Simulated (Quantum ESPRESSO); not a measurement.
# Cl in Quantum ESPRESSO: the effect of functional

The system is Cl.

```
Cl
1.0
     3.14500   -2.25000    0.00000
     3.14500    2.25000    0.00000
     0.00000    0.00000    8.21000
Cl
4
Direct
  0.37000 0.63000 0.40000
  0.13000 0.87000 0.90000
  0.63000 0.37000 0.60000
  0.87000 0.13000 0.10000
```

Alike in all runs:

| Property | Result |
| --- | --- |
| Program | Quantum ESPRESSO 7.5 |
| Task | dielectric tensor |
| k mesh | 6 × 6 × 2, shifted |
| Occupations | fermi-dirac, width 0.05 eV |
| Spin | no spin polarisation |

```csv
functional,potentials or basis,cutoff,pressure (GPa),largest force (eV/Å),dielectric constant (mean)
LDA,PseudoDojo 0.4.1 SR LDA standard,762 eV,-2.5,0.21,3.35
PBEsol,PseudoDojo 0.4.1 SR PBEsol standard,789 eV,-0.9,0.19,3.24
WC,PseudoDojo 0.4.1 SR PBE standard,789 eV,-0.5,0.13,3.22
BLYP,PseudoDojo 0.4.1 SR PBE standard,789 eV,2.5,0.61,3.17
AM05,PseudoDojo 0.4.1 SR PBE standard,789 eV,?,?,?
```

Task: What does the run with functional AM05 give?

Result: Pressure -0.2 GPa; largest force 0.29 eV/Å; dielectric constant 3.19 mean.

Caveats: the potentials were made for another functional, which shifts forces and pressure (some runs).

Runs at the PBE level aren't shown here.
